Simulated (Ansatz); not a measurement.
**Convergence notes, G0W0 on NaH (rocksalt)**

NaH built on the rocksalt prototype, relaxed with r2SCAN; one-shot G0W0 in Ansatz without spin-orbit coupling. No spin polarisation and no zero-point or thermal motion.

Space group Fm-3m (No. 225). a = 4.795 Å, b = 4.795 Å, c = 4.795 Å, α = 90.00°, β = 90.00°, γ = 90.00°

| atom | site | symmetry | x | y | z |
| --- | --- | --- | --- | --- | --- |
| Na | 4a | m-3m | 0.0000 | 0.0000 | 0.0000 |
| H | 4b | m-3m | 0.5000 | 0.0000 | 0.0000 |

Gaps are read over the mesh points alone. G0W0 values are finite-basis, finite-mesh values.
```json
{"start": "PBE", "potentials": "PAW", "frequency model": "contour deformation", "mesh": "6×6×6", "empty bands": "62", "screening cutoff (eV)": "100", "Kohn-Sham gap (eV)": "3.85", "G0W0 gap (eV)": "5.98"}
{"start": "PBE", "potentials": "PAW", "frequency model": "contour deformation", "mesh": "6×6×6", "empty bands": "151", "screening cutoff (eV)": "180", "Kohn-Sham gap (eV)": "3.85", "G0W0 gap (eV)": "6.07"}
{"start": "PBE", "potentials": "PAW", "frequency model": "contour deformation", "mesh": "6×6×6", "empty bands": "293", "screening cutoff (eV)": "260", "Kohn-Sham gap (eV)": "3.85", "G0W0 gap (eV)": "6.11"}
{"start": "HSE06", "potentials": "PAW", "frequency model": "contour deformation", "mesh": "6×6×6", "empty bands": "151", "screening cutoff (eV)": "180", "Kohn-Sham gap (eV)": "4.90", "G0W0 gap (eV)": "6.78"}
{"start": "r2SCAN", "potentials": "PAW", "frequency model": "contour deformation", "mesh": "6×6×6", "empty bands": "151", "screening cutoff (eV)": "180", "Kohn-Sham gap (eV)": "4.44", "G0W0 gap (eV)": "6.54"}
{"start": "PBE0", "potentials": "PAW", "frequency model": "contour deformation", "mesh": "6×6×6", "empty bands": "151", "screening cutoff (eV)": "180", "Kohn-Sham gap (eV)": "5.62", "G0W0 gap (eV)": "7.06"}
{"start": "PBE", "potentials": "PAW", "frequency model": "Godby-Needs pole", "mesh": "6×6×6", "empty bands": "151", "screening cutoff (eV)": "180", "Kohn-Sham gap (eV)": "3.85", "G0W0 gap (eV)": "6.10"}
{"start": "PBE", "potentials": "PAW", "frequency model": "contour deformation", "mesh": "8×8×8", "empty bands": "44", "screening cutoff (eV)": "80", "Kohn-Sham gap (eV)": "3.80", "G0W0 gap (eV)": "5.88"}
{"start": "PBE", "potentials": "norm-conserving", "frequency model": "contour deformation", "mesh": "6×6×6", "empty bands": "151", "screening cutoff (eV)": "180", "Kohn-Sham gap (eV)": "3.85", "G0W0 gap (eV)": "6.05"}
```

Over the mesh points the PBE gap of 3.85 eV becomes a quasiparticle gap of 6.11 eV (k = (1/6, -1/2, -1/3) to L), a change of +2.26 eV. Renormalisation factors Z lie between 0.66 and 0.82.

Raising bands and cutoff together moves the gap by +0.09 eV (100 to 180 eV), then +0.04 eV (180 to 260 eV); the last step is still large, so the basis limit isn't reached. Starting from HSE06 (4.90 eV against PBE's 3.85 eV) gives 6.78 eV, +0.71 eV from G0W0@PBE at the same screening cutoff. Starting from r2SCAN (4.44 eV against PBE's 3.85 eV) gives 6.54 eV, +0.47 eV from G0W0@PBE at the same screening cutoff. Starting from PBE0 (5.62 eV against PBE's 3.85 eV) gives 7.06 eV, +0.99 eV from G0W0@PBE at the same screening cutoff. The Godby-Needs plasmon pole differs from contour deformation by +0.03 eV. Norm-conserving potentials (wave cutoff 1197 eV against 420 eV) shift the quasiparticle gap by -0.02 eV and the PBE gap by 0.00 eV. r2SCAN runs take a wave cutoff of 500 eV.

Coordinates of k points refer to the reciprocal vectors of the primitive cell of the runs.
